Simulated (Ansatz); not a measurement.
NaF under compression: one row to predict

It was reached by relaxing an invented guess, and it needn't be the stable form of this composition.

These are results of DFT PBE, scalar-relativistic, plane waves, PAW in Ansatz 0.2.0, not measurements. Plane waves to 420 eV, a 6×6×8 mesh through Γ for the 6-atom cell and 0.02 eV Gaussian smearing; no spin polarisation.

Space group Cm (No. 8). a = 6.394 Å, b = 9.830 Å, c = 3.053 Å, α = 90.00°, β = 118.29°, γ = 90.00°
```
atom  site  symmetry       x       y       z
  Na    4b         1  0.1497  0.8462  0.3989
  Na    2a         m  0.6640  0.0000  0.9146
   F    4b         1  0.3498  0.6539  0.6005
   F    2a         m  0.3368  0.0000  0.0865
```

The cell was set to several volumes, with shape and atoms relaxed at each where symmetry leaves them free. Pressure is positive in compression, and energies count from the lowest row.

```
row  V (Å³/atom)  P (GPa)  ΔE (meV/atom)  gap on mesh (eV)
  1       12.392     6.68           31.3              5.97
  2       12.814     4.58           16.6              5.83
  3       13.236        ?              ?                 ?
  4       13.659     1.29            1.7              5.56
  5       14.081     0.00            0.0              5.44
  6       14.504    -1.10            1.5              5.32
  7       14.926    -2.01            5.6              5.22
  8       15.489    -3.02           14.5              5.09
```

Problem. Find B = −V·ΔP/ΔV from rows 4 and 6 and from rows 1 and 2, and from the two its slope B′ and its value B0 at zero pressure.

Solution. Rows 4 and 6 give −(13.659 + 14.504)/2 × (-1.10 − (1.29))/(14.504 − 13.659) = 39.8 GPa at a mean pressure of 0.09 GPa. Rows 1 and 2 give −(12.392 + 12.814)/2 × (4.58 − (6.68))/(12.814 − 12.392) = 62.7 GPa at a mean pressure of 5.63 GPa. So B′ = (62.7 − 39.8)/(5.63 − (0.09)) = 4.13 and B0 = 39.8 − 4.13 × (0.09) = 39.4 GPa. A third-order Birch–Murnaghan fit to all the energies gives B0 = 39.2 GPa and B′ = 4.5.

Problem. Estimate the pressure and energy of row 3.

Solution. From row 5, V0 = 14.081 × (1 + (0.00)/39.4) = 14.081 Å³/atom. Murnaghan's form P = (B0/B′)·[(V0/V)^B′ − 1] gives (39.4/4.13) × [(14.081/13.236)^4.13 − 1] = 2.78 GPa; the computed pressure is 2.78 GPa, so the estimate is off by 0.00 GPa. The work of compression from row 4, with the mean of the two pressures, gives ΔE = 1.7 + (2.78 + 1.29)/2 × (13.659 − 13.236)/160.2 × 1000 = 7.1 meV/atom (1 eV/Å³ = 160.2 GPa); the computed value is 7.0 meV/atom.

Problem. Fit the gap against pressure through the other rows and estimate it at the computed pressure of row 3.

Solution. Over the 7 rows the mean pressure is 0.9171 GPa and the mean gap is 5.490 eV. The sums of products of deviations are S_xx = 75.75 and S_xy = 6.792, so the slope is 6.792/75.75 = 0.08966 (r = 0.99, rms misfit 0.03 eV). At 2.78 GPa the line gives 5.490 + (0.08966) × (2.78 − 0.9171) = 5.66 eV. The computed value is 5.68 eV, so the line is off by -0.02 eV, no more than the largest miss among the fitted rows (0.05 eV).

Kohn–Sham gaps at this level usually fall short of measured ones. All volumes keep the k mesh of the relaxed cell. A later test with randomly moved atoms came back to the same energy, though modes that don't fit the test's cell weren't probed.
